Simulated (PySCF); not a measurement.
Two species compared at the same levels of theory.

First species: acetone, C3H6O.
Cartesian coordinates in Å at the GFN2-xTB level; atoms count from 1:
```
atom  x, y, z in Å
C1     1.2677   -0.1456   -0.0918
C2    -0.0296    0.6074   -0.2546
C3    -1.2492   -0.1477    0.2143
O4    -0.0877    1.7144   -0.7231
H5     1.5005   -0.2262    0.9686
H6     1.1750   -1.1515   -0.4939
H7     2.0756    0.3822   -0.5913
H8    -2.0993    0.5241    0.2980
H9    -1.0589   -0.6326    1.1681
H10   -1.4852   -0.9197   -0.5167
```

Second species: C3H6O.
SMILES: `C1CC1O`

Levels: wB97X-D/def2-SVPD for dipole moment, HOMO energy, LUMO energy, HOMO–LUMO gap, static isotropic polarisability and electronic spatial extent ⟨r²⟩ about the centre of nuclear charge; TDDFT wB97X-D/def2-SVPD for lowest singlet excitation; TDA wB97X-D/def2-SVPD for lowest triplet excitation (Tamm–Dancoff); GFN2-xTB for rotational constant A and rotational constant C. Geometries: GFN2-xTB. Each species is one conformer at its optimised geometry, gas phase, non-relativistic unless stated. Electronic properties by PySCF.

Dipoles, sizes and rotational constants follow the conformer. The torsions of the flexible species, by atom-mapped SMILES:
- `[OH:1][CH:2]1[CH2:3][CH2:4]1`: H–O1–C2–C3 -36°

```csv
property,column X,column Y
dipole moment,1.67 D,3.16 D
HOMO energy,-9.07 eV,-9.23 eV
LUMO energy,2.36 eV,1.45 eV
HOMO–LUMO gap,11.43 eV,10.68 eV
lowest singlet excitation,6.78 eV,4.55 eV
lowest triplet excitation (Tamm–Dancoff),6.60 eV,4.01 eV
static isotropic polarisability,39.5 au,40.7 au
electronic spatial extent ⟨r²⟩ about the centre of nuclear charge,263 bohr²,290 bohr²
rotational constant A,16.966 GHz,10.064 GHz
rotational constant C,5.960 GHz,4.972 GHz
```

Question: Which column belongs to which species?

Answer: Column X is the second species and column Y the first. The first has 10 atoms and 32 electrons, the second 10 and 32.

Question: How does each property change from the first species to the second?

Answer: dipole moment -1.49 D; HOMO energy +0.16 eV; LUMO energy +0.91 eV; HOMO–LUMO gap +0.75 eV; lowest singlet excitation +2.23 eV; lowest triplet excitation (Tamm–Dancoff) +2.59 eV; static isotropic polarisability -1.2 au; electronic spatial extent ⟨r²⟩ about the centre of nuclear charge -27 bohr²; rotational constant A +6.902 GHz; rotational constant C +0.988 GHz.

On the first: No computed singlet falls in the visible range (750 to 380 nm, 1.65 to 3.26 eV); S1 lies 1.29 eV above its blue end. The dipole equals about 10.5 × 10⁻³⁰ C·m (1 D = 3.33564 × 10⁻³⁰ C·m).

On the second: In wavenumbers S1 is 54700 cm⁻¹ (1 eV = 8065.54 cm⁻¹). S1 lies 4.65 eV below the HOMO–LUMO gap; its leading configuration is HOMO→LUMO, weight 0.88.
